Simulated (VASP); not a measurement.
# Cu (Fm-3m) in VASP: notebook

One crystal, Cu, is run at these levels: PBE, PBE+D3; tasks: single point, relaxation of cell and atoms.

Program: VASP 6.6.1. These are calculated values, not measurements. Logs are shortened: lines on timing, memory, paths and dates and some standing lists are left out, and cuts for length are marked.

### Step 1. The crystal as given

It takes space group Fm-3m (No. 225, cubic). The conventional cell has a = 3.615 Å, b = 3.615 Å, c = 3.615 Å, α = 90.00°, β = 90.00°, γ = 90.00°. Around Cu (site symmetry m-3m) lie 12 Cu at 2.56 Å.

### Step 2. Single point, PBE

INCAR

```
PREC = Accurate
ENCUT = 520
EDIFF = 1E-6
ISMEAR = 0
SIGMA = 0.026000000000000002
LREAL = F
LASPH = T
NELM = 100
ALGO = Normal
ISIF = 2
LWAVE = F
LCHARG = T
GGA = PE
LELF = T
LVHAR = T
NBANDS = 12
```

KPOINTS

```
Automatic mesh
0
Gamma
  13 13 13
```

POSCAR

```
Cu
1.0
    0.0000000000      1.8075000000      1.8075000000
    1.8075000000      0.0000000000      1.8075000000
    1.8075000000      1.8075000000      0.0000000000
Cu
1
Direct
    0.0000000000      0.0000000000      0.0000000000
```

Potentials or basis: VASP PAW PBE potentials, release 64 (Cu).

Launch:

```console
$ cat potpaw_PBE.64/Cu/POTCAR > POTCAR
$ mpirun -np 1 vasp_std > vasp.out
```

OUTCAR:

```text
PREC = Accurate
   ENCUT = 520
   EDIFF = 1E-6
   ISMEAR = 0
   LREAL = F
   LASPH = T
   NELM = 100
   ISIF = 2
   GGA = PE

 ion  position               nearest neighbor table
   1  0.000  0.000  0.000-

  LATTYP: Found a face centered cubic cell.
 ALAT       =     3.6150000000

  Lattice vectors:

 A1 = (   0.0000000000,   1.8075000000,   1.8075000000)
 A2 = (   1.8075000000,   0.0000000000,   1.8075000000)
 A3 = (   1.8075000000,   1.8075000000,   0.0000000000)

Analysis of symmetry for initial positions (statically):
=====================================================================
 Subroutine PRICEL returns:
 Original cell was already a primitive cell.

 Routine SETGRP: Setting up the symmetry group for a
 face centered cubic supercell.

 Subroutine GETGRP returns: Found 48 space group operations
 (whereof 48 operations were pure point group operations)
 out of a pool of 48 trial point group operations.

The static configuration has the point symmetry O_h .

Analysis of symmetry for dynamics (positions and initial velocities):
=====================================================================
 Subroutine PRICEL returns:
 Original cell was already a primitive cell.

 Routine SETGRP: Setting up the symmetry group for a
 face centered cubic supercell.

 Subroutine GETGRP returns: Found 48 space group operations
 (whereof 48 operations were pure point group operations)
 out of a pool of 48 trial point group operations.

The dynamic configuration has the point symmetry O_h .

 Subroutine INISYM returns: Found 48 space group operations
 (whereof 48 operations are pure point group operations),
 and found     1 'primitive' translations

----------------------------------------------------------------------------------------

                                     Primitive cell

  volume of cell :      11.8104

  direct lattice vectors                    reciprocal lattice vectors
     0.000000000  1.807500000  1.807500000    -0.276625173  0.276625173  0.276625173
     1.807500000  0.000000000  1.807500000     0.276625173 -0.276625173  0.276625173
     1.807500000  1.807500000  0.000000000     0.276625173  0.276625173 -0.276625173

  length of vectors
     2.556191014  2.556191014  2.556191014     0.479128854  0.479128854  0.479128854

  position of ions in fractional coordinates (direct lattice)
     0.000000000  0.000000000  0.000000000

  ion indices of the primitive-cell ions
   primitive index   ion index
                 1           1

----------------------------------------------------------------------------------------

 KPOINTS: Automatic mesh

Automatic generation of k-mesh.
 Grid dimensions read from file:
 generate k-points for:   13   13   13

 Generating k-lattice:

  Cartesian coordinates                     Fractional coordinates (reciprocal lattice)
    -0.021278859  0.021278859  0.021278859     0.076923077  0.000000000  0.000000000
     0.021278859 -0.021278859  0.021278859     0.000000000  0.076923077  0.000000000
     0.021278859  0.021278859 -0.021278859     0.000000000  0.000000000  0.076923077

  Length of vectors
     0.036856066  0.036856066  0.036856066

  Shift w.r.t. Gamma in fractional coordinates (k-lattice)
     0.000000000  0.000000000  0.000000000

 Subroutine IBZKPT returns following result:
 ===========================================

 Found     84 irreducible k-points:

 Following reciprocal coordinates:
            Coordinates               Weight
  0.000000  0.000000  0.000000      1.000000
  0.076923  0.000000  0.000000      8.000000
  0.153846  0.000000  0.000000      8.000000
  0.230769  0.000000  0.000000      8.000000
  0.307692  0.000000  0.000000      8.000000
  0.384615  0.000000  0.000000      8.000000
[... 16 lines left out ...]
  0.384615  0.153846  0.000000     24.000000
  0.461538  0.153846  0.000000     24.000000
 [... further k-points ...]
   k-points           NKPTS =     84   k-points in BZ     NKDIM =     84   number of bands    NBANDS=     12
   number of dos      NEDOS =    301   number of ions     NIONS =      1
   total plane-waves  NPLWV =   8000
   dimension x,y,z NGX =    20 NGY =   20 NGZ =   20
   dimension x,y,z NGXF=    40 NGYF=   40 NGZF=   40
   ions per type =               1
   NGX,Y,Z   is equivalent  to a cutoff of  13.01, 13.01, 13.01 a.u.
   NGXF,Y,Z  is equivalent  to a cutoff of  26.01, 26.01, 26.01 a.u.
 SYSTEM =  unknown system
   PREC   = accura    normal or accurate (medium, high low for compatibility)
   ISTART =      0    job   : 0-new  1-cont  2-samecut
   ICHARG =      2    charge: 1-file 2-atom 10-const
   ISPIN  =      1    spin polarized calculation?
   LNONCOLLINEAR =      F non collinear calculations
   LSORBIT =      F    spin-orbit coupling
   LASPH  =      T    aspherical Exc in radial PAW
   ENCUT  =  520.0 eV  38.22 Ry    6.18 a.u.   4.75  4.75  4.75*2*pi/ulx,y,z
   NELM   =    100;   NELMIN=  2; NELMDL= -5     # of ELM steps
   EDIFF  = 0.1E-05   stopping-criterion for ELM
   LREAL  =      F    real-space projection
   EDIFFG = 0.1E-04   stopping-criterion for IOM
   NSW    =      0    number of steps for IOM
   IBRION =     -1    ionic relax: 0-MD 1-quasi-New 2-CG
   NFREE  =      0    steps in history (QN), initial steepest desc. (CG)
   ISIF   =      2    stress and relaxation
   ISYM   =      2    0-nonsym 1-usesym 2-fastsym
   POTIM  = 0.5000    time-step for ionic-motion
   TEBEG  =    0.0;   TEEND  =   0.0 temperature during run
   PSTRESS=    0.0 pullay stress
   NELECT =      11.0000    total number of electrons
   NUPDOWN=      -1.0000    fix difference up-down
   EMIN   =  10.00;   EMAX   =-10.00  energy-range for DOS
   EFERMI =   0.00;   METHOD = LEGACY
   ISMEAR =     0;   SIGMA  =   0.03  broadening in eV -4-tet -1-fermi 0-gaus
   EFERMI_NEDOS =   21; number of points for ismear=-14 and -15
   IALGO  =     38    algorithm
   IMIX   =      4    mixing-type and parameters
     AMIX     =   0.40;   BMIX     =  1.00
     AMIX_MAG =   1.60;   BMIX_MAG =  1.00
  volume/ion in A,a.u.               =      11.81        79.70
  Fermi-wavevector in a.u.,A,eV,Ry     =   1.598763  3.021224 34.777078  2.556043
  Thomas-Fermi vector in A             =   2.696162
   LORBIT       =      0    0 simple, 1 ext, 2 COOP (PROOUT), +10 PAW based schemes
   GGA     = PE    functional components
   LHFCALC =     F    Hartree Fock is set to
   AEXX    =    0.0000 exact exchange contribution
   IVDW    =     0    specifies the selected vdW correction
   LEPSILON=     F    determine dielectric tensor
   LRPA    =     F    only Hartree local field effects (RPA)
 non-spin polarized calculation
 Gauss-broadening in eV      SIGMA  =   0.03
  energy-cutoff  :      520.00
  volume of cell :       11.81
 maximum number of plane-waves:       331
   NGX =  9   NGY =  9   NGZ =  9

 number of electron      11.0000001 magnetization

 Free energy of the ion-electron system (eV)
  ---------------------------------------------------
  ext. energy  EPLUGINS =         0.00000000
  ---------------------------------------------------
  free energy    TOTEN  =        -3.72694719 eV

  energy without entropy =       -3.72671474  energy(sigma->0) =       -3.72683096

 E-fermi :   7.7916     XC(G=0): -12.7264

 val. band max:        7.7775522352   @ k =   0.4615   0.3077   0.0000
 cond. band min:       7.8070126278   @ k =  -0.3846   0.1538   0.0000
 fundamental gap:      0.0294603926
 Fermi energy:         7.7916205469

 k-point     1 :       0.0000    0.0000    0.0000
  band No.  band energies     occupation
      1      -1.7659      2.00000
      2       4.5523      2.00000
      3       4.5523      2.00000
      4       4.5523      2.00000
      5       5.3736      2.00000
      6       5.3736      2.00000
      7      30.1797      0.00000
      8      32.8235      0.00000
      9      32.8235      0.00000
     10      32.8235      0.00000
     11      35.3139      0.00000
     12      35.3139      0.00000

 k-point     2 :       0.0769    0.0000    0.0000
  band No.  band energies     occupation
      1      -1.5507      2.00000
      2       4.5074      2.00000
      3       4.5921      2.00000
      4       4.5921      2.00000
      5       5.3585      2.00000
      6       5.3585      2.00000
      7      28.7440      0.00000
      8      31.1145      0.00000
      9      32.2075      0.00000
     10      32.2075      0.00000
     11      36.2298      0.00000
     12      36.2298      0.00000

 k-point     3 :       0.1538    0.0000    0.0000
  band No.  band energies     occupation
      1      -0.9198      2.00000
      2       4.3978      2.00000
      3       4.6781      2.00000
      4       4.6781      2.00000
      5       5.3443      2.00000
      6       5.3443      2.00000
      7      24.8948      0.00000
      8      30.6753      0.00000
      9      31.2885      0.00000
     10      31.2885      0.00000
     11      37.1669      0.00000
     12      37.6555      0.00000
[... 286 lines left out ...]
 k-point    23 :       0.3846    0.1538    0.0000
  band No.  band energies     occupation
      1       2.1471      2.00000
      2       4.0331      2.00000
      3       4.5015      2.00000
      4       4.9025      2.00000
      5       5.8659      2.00000
      6       6.1583      2.00000
      7      16.7600      0.00000
      8      25.5965      0.00000
      9      25.8407      0.00000
     10      28.1541      0.00000
     11      37.0281      0.00000
     12      38.4945      0.00000

 k-point    24 :       0.4615    0.1538    0.0000
  band No.  band energies     occupation
      1       2.7607      2.00000
      2       4.1975      2.00000
      3       4.5637      2.00000
      4       4.8273      2.00000
      5       5.9582      2.00000
      6       7.2496      2.00000
      7      13.6617      0.00000
      8      24.4474      0.00000
      9      25.7801      0.00000
     10      27.9921      0.00000
     11      37.7279      0.00000
     12      37.8349      0.00000

 [... further k-points ...]

------------------------ aborting loop because EDIFF is reached ----------------------------------------

  FORCE on cell =-STRESS in cart. coord.  units (eV):
  Direction    XX          YY          ZZ          XY          YZ          ZX
  --------------------------------------------------------------------------------------
  -------------------------------------------------------------------------------------
  Total        0.1621575      0.1621575      0.1621575      0.0000000     -0.0000000      0.0000000
  in kB       21.9979693     21.9979693     21.9979693      0.0000000     -0.0000000      0.0000000
  external PRESSURE =      21.9979693 kB  Pullay stress =       0.0000000 kB

 VOLUME and BASIS-vectors are now :
 -----------------------------------------------------------------------------
  energy-cutoff  :      520.00
  volume of cell :       11.81
      direct lattice vectors                 reciprocal lattice vectors
     0.000000000  1.807500000  1.807500000    -0.276625173  0.276625173  0.276625173
     1.807500000  0.000000000  1.807500000     0.276625173 -0.276625173  0.276625173
     1.807500000  1.807500000  0.000000000     0.276625173  0.276625173 -0.276625173

 POSITION                                       TOTAL-FORCE (eV/Angst)
 -----------------------------------------------------------------------------------
      0.00000      0.00000      0.00000        -0.000000     -0.000000      0.000000
 -----------------------------------------------------------------------------------
    total drift:                                0.000000      0.000000      0.000000

  FREE ENERGIE OF THE ION-ELECTRON SYSTEM (eV)
  ---------------------------------------------------
  free  energy   TOTEN  =        -3.7269471872 eV

  energy  without entropy=       -3.7267147402  energy(sigma->0) =       -3.72683096
```

Run time: 8.9 s. Hardware: 1 thread of Intel Xeon Platinum 8375C at 2.90GHz (Ice Lake), shared host; peak memory 0.13 GiB.

Results:

| Property | Result |
| --- | --- |
| Free energy | -3.7269 eV |
| Pressure | 2.2 GPa |
| Band gap on the k mesh | none (metal or under the smearing width) |

### Step 3. Relaxation of cell and atoms, PBE+D3

INCAR

```
  PREC = Accurate
  ENCUT = 600
  EDIFF = 1E-7
  ISMEAR = -1
  SIGMA = 0.05
  LREAL = F
  LASPH = T
  NELM = 60
  ALGO = Normal
  ISIF = 3
  LWAVE = F
  LCHARG = F
  GGA = PE
  IVDW = 11
  IBRION = 2
  NSW = 60
  EDIFFG = -0.01
```

KPOINTS

```
regular mesh
0
Gamma
  13 13 13
```

POSCAR is that of step 2.

Potentials or basis: VASP PAW PBE potentials, release 64 (Cu).

Launch:

```console
$ cat potpaw_PBE.64/Cu/POTCAR > POTCAR
$ mpirun -np 1 vasp_std > vasp.out
```

It took 17 s on 1 thread of Intel Xeon Platinum 8375C at 2.90GHz (Ice Lake), shared host; peak memory 0.14 GiB.

Results (log left out):

```
Free energy                            : -4.2394 eV
Relaxed volume                         : 11.34 Å³/atom
Relaxed cell                           : a = 2.522 Å, b = 2.522 Å, c = 2.522 Å, α = 60.00°, β = 60.00°, γ = 60.00°
Space group after relaxing (to 0.05 Å) : Fm-3m (No. 225)
Energy gained by relaxing              : 8.9 meV/atom
Ionic steps                            : 3
Pressure after relaxing                : 0.0 GPa
Band gap on the k mesh                 : none (metal or under the smearing width)
Dispersion energy per atom             : -0.527 eV
```

Step by step:
```
step  energy change (eV)  largest force (eV/Å)  pressure (GPa)  volume (Å³)
   1              0.0000                0.0000           -5.87        11.81
   2             -0.0058                0.0000            3.96        11.09
   3             -0.0089                0.0000            0.01        11.34
```

Final structure:
```cif
data_structure
_symmetry_space_group_name_H-M 'P 1'
_symmetry_Int_Tables_number 1
_cell_length_a 2.5221
_cell_length_b 2.5221
_cell_length_c 2.5221
_cell_angle_alpha 60.000
_cell_angle_beta 60.000
_cell_angle_gamma 60.000
_cell_volume 11.34
loop_
_atom_site_label
_atom_site_type_symbol
_atom_site_fract_x
_atom_site_fract_y
_atom_site_fract_z
_atom_site_occupancy
Cu1 Cu 0.00000 0.00000 0.00000 1
```

Levels at points of the mesh, in eV from the Fermi level:
```tsv
k point	band 4	band 5	band 6	band 7	band 8	band 9
(0.00, 0.00, 0.00)	-3.35	-2.47	-2.47	22.73	25.69	25.69
```

Caveat: pairwise dispersion overbinds metals, which lowers pressure and volume.

### Step 4. For comparison

An earlier run on the cell as given: functional PBE; potentials or basis VASP PAW PBE potentials, release 64 (Cu); cutoff 520 eV; k mesh 13 × 13 × 13; occupations fermi-dirac, width 0.05 eV; no spin polarisation.

- Pressure: 2.2 GPa
- Band gap on the k mesh: none (metal or under the smearing width)

### Step 5. Summary

| task | level | cell | cutoff (eV) | smearing | gap on the mesh (eV) | pressure (GPa) |
| --- | --- | --- | --- | --- | --- | --- |
| single point | PBE | as given | 520 | gaussian 0.026 eV | none | 2.2 |
| relaxation of cell and atoms | PBE+D3 | relaxed | 600 | fermi-dirac 0.05 eV | none | 0.0 |
| single point | PBE | as given | 520 | fermi-dirac 0.05 eV | none | 2.2 |

Alike in all rows: potentials or basis VASP PAW PBE potentials, release 64 (Cu); no spin polarisation; k mesh 13 × 13 × 13.

Caveats: pairwise dispersion overbinds metals, which lowers pressure and volume (some runs).

Absolute energies hang on the potentials; compare differences alone.
